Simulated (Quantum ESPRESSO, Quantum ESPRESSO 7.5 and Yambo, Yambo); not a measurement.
# Beyond one shot: MgO (Fm-3m)

How far does self-consistency move the gap of MgO (Fm-3m)?

Main program and level: Quantum ESPRESSO 7.5 and Yambo 5.3.0; PBE and many-body steps on it, plane waves.

**Experimental background.**

- Gap 7.83 eV: literature experimental gap; bulk crystal (quoted in “Electronic structure of alkaline earth and post-transition metal oxides”, 2009, arxiv:0908.1581).

Most raw output is cut from this account.

## Step 1: Starting point

It takes space group Fm-3m (No. 225, cubic). Conventional cell: a = 4.194 Å, b = 4.194 Å, c = 4.194 Å, α = 90.00°, β = 90.00°, γ = 90.00°. Nearest to Mg lie 6 O at 2.10 Å. O has 6 Mg at 2.10 Å nearest. Farther neighbours and most contacts between anions are not listed.

The cell and positions are those that the Materials Project relaxed with its own functionals (PBE, PBE+U or r2SCAN), kept fixed.

## Step 2: Empty states on the mesh, 4×4×4 mesh, 49 bands

This step: Quantum ESPRESSO 7.5; DFT, PBE, plane waves, norm-conserving pseudopotentials.

The sums over transitions need many empty states on a uniform mesh; this step solves for them.

File pw.in:

```
&control
  calculation = 'nscf'
  prefix = 'x'
  outdir = 'o'
  pseudo_dir = 'pseudo'
/
&system
  ibrav = 0
  nat = 2
  ntyp = 2
  ecutwfc = 76.0
  nbnd = 49
  force_symmorphic = .true.
/
&electrons
  conv_thr = 1e-9
  electron_maxstep = 80
  diago_full_acc = .true.
  diago_thr_init = 5e-6
/
ATOMIC_SPECIES
  Mg 24.305 Mg.upf
  O 15.999 O.upf
CELL_PARAMETERS angstrom
  -0.0000000000 2.0970013927 2.0970013927
  2.0970013927 -0.0000000000 2.0970013927
  2.0970013927 2.0970013927 -0.0000000000
ATOMIC_POSITIONS crystal
  Mg 0.0000000000 0.0000000000 0.0000000000
  O 0.5000000000 0.5000000000 0.5000000000
K_POINTS automatic
  4 4 4 0 0 0
```

The run is started by

```bash
OMP_NUM_THREADS=1 mpirun -n 4 pw.x -nk 4 -in pw.in > pw.out
```

The job ended after 1.3 s (4 MPI ranks of Arm Neoverse V1, shared host; peak memory 0.05 GiB).

Numbers from this step:

| Property | Result |
| --- | --- |
| gap | 4.895 eV |
| k of the valence top | 0, 0, 0 |
| k of the conduction bottom | 0, 0, 0 |
| least direct gap | 4.895 eV |
| k points computed | 8 |
| lowest point of the top converged band, above the valence top | 84.1108 eV |

On this mesh the gap is 4.895 eV.

The density comes from a self-consistent run that is not shown.

## Step 3: Conversion and set-up

This step: Yambo 5.3.0; conversion and set-up on PBE, plane waves, norm-conserving pseudopotentials.

The states are converted to the many-body program's format and the q mesh is built.

The run is started by

```bash
(cd o/x.save; p2y > p2y.log; mv SAVE ../..); yambo > setup.log
```

Run time: 1.8 s. Hardware: 1 MPI rank; peak memory 0.23 GiB.

## Step 4: G0W0

G0W0 replaces the xc potential by the self-energy, built once from these orbitals. Only a window of levels is corrected, while the sums run over the empty bands that the input names.

This step: G0W0 on PBE, plane waves, norm-conserving pseudopotentials.

File gw1.in:

```
HF_and_locXC
gw0
dyson
ppa
em1d
rim_cut
RandQpts= 1000000
RandGvec= 1 RL
EXXRLvcs= 76 Ry
VXCRLvcs= 304 Ry
Chimod= "HARTREE"
% BndsRnXp
 1 | 49 |
%
NGsBlkXp= 9.5 Ry
% LongDrXp
 1 | 1 | 1 |
%
% GbndRnge
 1 | 49 |
%
DysSolver= "n"
ExtendOut
PPAPntXp= 27.21138 eV
% QPkrange
 1 | 8 | 6 | 12 |
%
```

The run is started by

```bash
OMP_NUM_THREADS=1 mpirun -n 4 yambo -F gw1.in -J gw1 -C gw1 > gw1.log
```

Elapsed: 26 s, on 4 MPI ranks; peak memory 1.2 GiB.

This step gave:

```
G0W0 gap on the mesh                         : 7.027 eV
starting gap on the mesh                     : 4.895 eV
k of the valence top                         : 0, 0, 0
k of the conduction bottom                   : 0, 0, 0
least direct G0W0 gap on the computed points : 7.027 eV
Z at the valence top                         : 0.8055
Z at the conduction bottom                   : 0.8538
```

The gap on the mesh goes from 4.89 eV to 7.03 eV, a correction of +2.13 eV.

## Step 5: evGW0, cycle 1

This step: evGW0 on PBE, plane waves, norm-conserving pseudopotentials.

gw2.in, as its differences from gw1.in of step 4:

```diff
@@ -27 +27,2 @@
 %
+GfnQPdb= "E < ./gw1/ndb.QP"
```

The run is started by

```bash
OMP_NUM_THREADS=1 mpirun -n 4 yambo -F gw2.in -J gw2,gw1_W -C gw2 > gw2.log
```

Wall time 20 s (4 MPI ranks); peak memory 1.2 GiB.

Numbers from this step:

```
quasiparticle gap on the mesh                         : 7.278 eV
gap of the density functional on the mesh             : 4.895 eV
k of the valence top                                  : 0, 0, 0
k of the conduction bottom                            : 0, 0, 0
least direct quasiparticle gap on the computed points : 7.278 eV
Z at the valence top                                  : 0.8104
Z at the conduction bottom                            : 0.8699
```

Against G0W0 in Yambo (4×4×4 mesh, 49 bands, screening to 129.3 eV, Godby-Needs plasmon pole), the gap moves by +0.251 eV.

The program's own table gives 7.556 eV, which is too large where the input levels are shifted: this version takes Σc at the unshifted level E₀, yet steps from the shifted one. The value above is the Newton step from E₀, E₀ + Z(Σc + Σx − Vxc), rebuilt from the printed columns.

## Step 6: evGW0, cycle 2

The corrected levels of the last cycle go back in.

gw3.in, as its differences from gw2.in of step 5:

```diff
@@ -27,2 +27,2 @@
 %
-GfnQPdb= "E < ./gw1/ndb.QP"
+GfnQPdb= "E < ./gw2_fix/ndb.QP"
```

The run is started by

```bash
OMP_NUM_THREADS=1 mpirun -n 4 yambo -F gw3.in -J gw3,gw1_W -C gw3 > gw3.log
```

Run time: 20 s. Hardware: 4 MPI ranks; peak memory 1.2 GiB; 80 s of CPU time.

This step gave:

```yaml
quasiparticle_gap_on_the_mesh: 7.307 eV
gap_of_the_density_functional_on_the_mesh: 4.895 eV
k_of_the_valence_top: 0, 0, 0
k_of_the_conduction_bottom: 0, 0, 0
least_direct_quasiparticle_gap_on_the_computed_points: 7.307 eV
```

Against the cycle before, the gap moves by +0.029 eV.

The program's own table gives 7.613 eV, which is too large where the input levels are shifted: this version takes Σc at the unshifted level E₀, yet steps from the shifted one. The value above is the Newton step from E₀, E₀ + Z(Σc + Σx − Vxc), rebuilt from the printed columns.

## Step 7: evGW0, cycle 3

gw4.in, as its differences from gw3.in of step 6:

```diff
@@ -27,2 +27,2 @@
 %
-GfnQPdb= "E < ./gw2_fix/ndb.QP"
+GfnQPdb= "E < ./gw3_fix/ndb.QP"
```

The run is started by

```bash
OMP_NUM_THREADS=1 mpirun -n 4 yambo -F gw4.in -J gw4,gw1_W -C gw4 > gw4.log
```

The job ended after 20 s (4 MPI ranks; peak memory 1.2 GiB).

Numbers from this step:

| Property | Result |
| --- | --- |
| quasiparticle gap on the mesh | 7.311 eV |
| gap of the density functional on the mesh | 4.895 eV |
| k of the valence top | 0, 0, 0 |
| k of the conduction bottom | 0, 0, 0 |
| least direct quasiparticle gap on the computed points | 7.311 eV |

Against the cycle before, the gap moves by +0.003 eV.

The program's own table gives 7.620 eV, which is too large where the input levels are shifted: this version takes Σc at the unshifted level E₀, yet steps from the shifted one. The value above is the Newton step from E₀, E₀ + Z(Σc + Σx − Vxc), rebuilt from the printed columns.

## Step 8: evGW, cycle 1

This step: evGW on PBE, plane waves, norm-conserving pseudopotentials.

gw5.in, as its differences from gw4.in of step 7:

```diff
@@ -27,2 +27,3 @@
 %
-GfnQPdb= "E < ./gw3_fix/ndb.QP"
+GfnQPdb= "E < ./gw1/ndb.QP"
+XfnQPdb= "E < ./gw1/ndb.QP"
```

The run is started by

```bash
OMP_NUM_THREADS=1 mpirun -n 4 yambo -F gw5.in -J gw5 -C gw5 > gw5.log
```

Wall time 26 s (4 MPI ranks); peak memory 1.2 GiB; 99 s of CPU time.

This step gave:

```yaml
quasiparticle_gap_on_the_mesh: 7.757 eV
gap_of_the_density_functional_on_the_mesh: 4.895 eV
k_of_the_valence_top: 0, 0, 0
k_of_the_conduction_bottom: 0, 0, 0
least_direct_quasiparticle_gap_on_the_computed_points: 7.757 eV
```

Against G0W0 in Yambo (4×4×4 mesh, 49 bands, screening to 129.3 eV, Godby-Needs plasmon pole), the gap moves by +0.730 eV.

The program's own table gives 8.001 eV, which is too large where the input levels are shifted: this version takes Σc at the unshifted level E₀, yet steps from the shifted one. The value above is the Newton step from E₀, E₀ + Z(Σc + Σx − Vxc), rebuilt from the printed columns.

## Step 9: evGW, cycle 2

gw6.in, as its differences from gw5.in of step 8:

```diff
@@ -27,3 +27,3 @@
 %
-GfnQPdb= "E < ./gw1/ndb.QP"
-XfnQPdb= "E < ./gw1/ndb.QP"
+GfnQPdb= "E < ./gw5_fix/ndb.QP"
+XfnQPdb= "E < ./gw5_fix/ndb.QP"
```

The run is started by

```bash
OMP_NUM_THREADS=1 mpirun -n 4 yambo -F gw6.in -J gw6 -C gw6 > gw6.log
```

Elapsed: 26 s, on 4 MPI ranks; peak memory 1.2 GiB.

Numbers from this step:

- quasiparticle gap on the mesh: 7.970 eV
- gap of the density functional on the mesh: 4.895 eV
- k of the valence top: 0, 0, 0
- k of the conduction bottom: 0, 0, 0
- least direct quasiparticle gap on the computed points: 7.970 eV

Against the cycle before, the gap moves by +0.213 eV.

The program's own table gives 8.274 eV, which is too large where the input levels are shifted: this version takes Σc at the unshifted level E₀, yet steps from the shifted one. The value above is the Newton step from E₀, E₀ + Z(Σc + Σx − Vxc), rebuilt from the printed columns.

## Step 10: evGW, cycle 3

gw7.in, as its differences from gw6.in of step 9:

```diff
@@ -27,3 +27,3 @@
 %
-GfnQPdb= "E < ./gw5_fix/ndb.QP"
-XfnQPdb= "E < ./gw5_fix/ndb.QP"
+GfnQPdb= "E < ./gw6_fix/ndb.QP"
+XfnQPdb= "E < ./gw6_fix/ndb.QP"
```

The run is started by

```bash
OMP_NUM_THREADS=1 mpirun -n 4 yambo -F gw7.in -J gw7 -C gw7 > gw7.log
```

Wall time 26 s (4 MPI ranks); peak memory 1.2 GiB.

This step gave:

| Quantity | Value |
| --- | --- |
| quasiparticle gap on the mesh | 8.027 eV |
| gap of the density functional on the mesh | 4.895 eV |
| k of the valence top | 0, 0, 0 |
| k of the conduction bottom | 0, 0, 0 |
| least direct quasiparticle gap on the computed points | 8.027 eV |

Against the cycle before, the gap moves by +0.057 eV.

The program's own table gives 8.347 eV, which is too large where the input levels are shifted: this version takes Σc at the unshifted level E₀, yet steps from the shifted one. The value above is the Newton step from E₀, E₀ + Z(Σc + Σx − Vxc), rebuilt from the printed columns.

## Step 11: evGW, cycle 4

gw8.in, as its differences from gw7.in of step 10:

```diff
@@ -27,3 +27,3 @@
 %
-GfnQPdb= "E < ./gw6_fix/ndb.QP"
-XfnQPdb= "E < ./gw6_fix/ndb.QP"
+GfnQPdb= "E < ./gw7_fix/ndb.QP"
+XfnQPdb= "E < ./gw7_fix/ndb.QP"
```

The run is started by

```bash
OMP_NUM_THREADS=1 mpirun -n 4 yambo -F gw8.in -J gw8 -C gw8 > gw8.log
```

The job ended after 26 s (4 MPI ranks; peak memory 1.2 GiB; 99 s of CPU time).

This step gave:

| Item | Value |
| --- | --- |
| quasiparticle gap on the mesh | 8.041 eV |
| gap of the density functional on the mesh | 4.895 eV |
| k of the valence top | 0, 0, 0 |
| k of the conduction bottom | 0, 0, 0 |
| least direct quasiparticle gap on the computed points | 8.041 eV |

Against the cycle before, the gap moves by +0.014 eV.

The program's own table gives 8.365 eV, which is too large where the input levels are shifted: this version takes Σc at the unshifted level E₀, yet steps from the shifted one. The value above is the Newton step from E₀, E₀ + Z(Σc + Σx − Vxc), rebuilt from the printed columns.

## Step 12: evGW, cycle 5

gw9.in, as its differences from gw8.in of step 11:

```diff
@@ -27,3 +27,3 @@
 %
-GfnQPdb= "E < ./gw7_fix/ndb.QP"
-XfnQPdb= "E < ./gw7_fix/ndb.QP"
+GfnQPdb= "E < ./gw8_fix/ndb.QP"
+XfnQPdb= "E < ./gw8_fix/ndb.QP"
```

The run is started by

```bash
OMP_NUM_THREADS=1 mpirun -n 4 yambo -F gw9.in -J gw9 -C gw9 > gw9.log
```

Run time: 26 s. Hardware: 4 MPI ranks; peak memory 1.2 GiB; 99 s of CPU time.

This step gave:

| Quantity | Value |
| --- | --- |
| quasiparticle gap on the mesh | 8.044 eV |
| gap of the density functional on the mesh | 4.895 eV |
| k of the valence top | 0, 0, 0 |
| k of the conduction bottom | 0, 0, 0 |
| least direct quasiparticle gap on the computed points | 8.044 eV |

Against the cycle before, the gap moves by +0.003 eV.

The program's own table gives 8.369 eV, which is too large where the input levels are shifted: this version takes Σc at the unshifted level E₀, yet steps from the shifted one. The value above is the Newton step from E₀, E₀ + Z(Σc + Σx − Vxc), rebuilt from the printed columns.

## Step 13: Side by side

Times are wall times on 4 MPI ranks of Arm Neoverse V1, shared host, good to a factor of about two.

```tsv
run	mesh	bands	screening cutoff (eV)	DFT gap (eV)	gap on the mesh (eV)	direct (eV)	time
G0W0	4×4×4	49	129.3	4.895	7.027	7.027	26 s
evGW0, cycle 1	4×4×4	49	129.3	4.895	7.278	7.278	20 s
evGW0, cycle 2	4×4×4	49	129.3	4.895	7.307	7.307	20 s
evGW0, cycle 3	4×4×4	49	129.3	4.895	7.311	7.311	20 s
evGW, cycle 1	4×4×4	49	129.3	4.895	7.757	7.757	26 s
evGW, cycle 2	4×4×4	49	129.3	4.895	7.970	7.970	26 s
evGW, cycle 3	4×4×4	49	129.3	4.895	8.027	8.027	26 s
evGW, cycle 4	4×4×4	49	129.3	4.895	8.041	8.041	26 s
evGW, cycle 5	4×4×4	49	129.3	4.895	8.044	8.044	26 s
```

## Step 14: What came out

```
G0W0           : 7.027 eV
evGW0, cycle 1 : 7.278 eV
evGW0, cycle 2 : 7.307 eV
evGW0, cycle 3 : 7.311 eV
evGW, cycle 1  : 7.757 eV
evGW, cycle 2  : 7.970 eV
evGW, cycle 3  : 8.027 eV
evGW, cycle 4  : 8.041 eV
evGW, cycle 5  : 8.044 eV
known limits   : not at the basis limit; coarse k mesh
```

In words: evGW0 ends at 7.31 eV, +0.28 eV from G0W0, after 3 cycles that took 60 s beside the first screening; the last moved the gap by 0.003 eV. evGW ends at 8.04 eV, +1.02 eV from G0W0, after 5 cycles that took 2.1 min beside the first screening; the last moved the gap by 0.003 eV. Against experiment, by evGW, cycle 5: the gap of 8.04 eV lies +0.21 eV from the measured 7.83 eV (kind not stated, quoted 2009). These are gaps on the mesh, at modest bands and cutoff. The calculation has static nuclei and no excitons; a measured gap holds zero-point and thermal motion, which mostly lowers it. Bands and cutoff are finite, so the gap is not at the basis limit. The miss can reach some tenths of an eV and take either sign; the mesh is an error of its own. The 4×4×4 mesh is coarse for this cell, which bears on the long-range parts of exchange and screening.

[Paths, hosts, dates, memory and timing lines, banners, echoed tables and standing remarks are left out of the program output.]

[Logs are printed without paths, hosts, clocks, repeated set-up lines and the standing remarks that a program may print on its own settings, such as how far it seeks lower states.]

[Runs of the session that timed out or met a known fault of the program may be left out.]

[Hosts, paths, dates, database ids (printed as entryN), source tags and the programs' standing remarks are cut or masked in the printed files.]
